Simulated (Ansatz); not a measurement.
Crystal: TiO2 (Anatase).

```xyz
6
Lattice="-1.8921 1.8921 4.7573 1.8921 -1.8921 4.7573 1.8921 1.8921 -4.7573" Properties=species:S:1:pos:R:3 pbc="T T T"
Ti    0.0000    1.8921    2.3786
Ti    0.0000    0.0000    0.0000
O     0.0000    0.0000    7.5346
O     0.0000    1.8921    0.3987
O     0.0000    1.8921    4.3586
O     0.0000    0.0000    1.9800
```

Base run:

```yaml
Program: Ansatz 0.2.0
Functional: PBEsol
Potentials_or_basis: all-electron LAPW, scalar-relativistic
Cutoff: 384 eV
Density_cutoff: 1538 eV
Basis_error_allowed: 0.002 eV/atom
k_mesh: 10 × 10 × 10
Occupations: fermi-dirac, width 0.05 eV
Spin: no spin polarisation
```

Its results: band gap on the k mesh 2.08 eV, indirect (least direct gap 2.42 eV); pressure -1.1 GPa; largest force 0.007 eV/Å.

Q: The run is repeated on the same cell with these changes: functional from PBEsol to LDA. What comes out?

A: Band gap on the k mesh 2.03 eV, indirect (least direct gap 2.36 eV); pressure -6.5 GPa; largest force 0.117 eV/Å.

LDA binds more tightly than PBEsol, so the same cell stands under less pressure.

Not every run made on this cell is shown here.
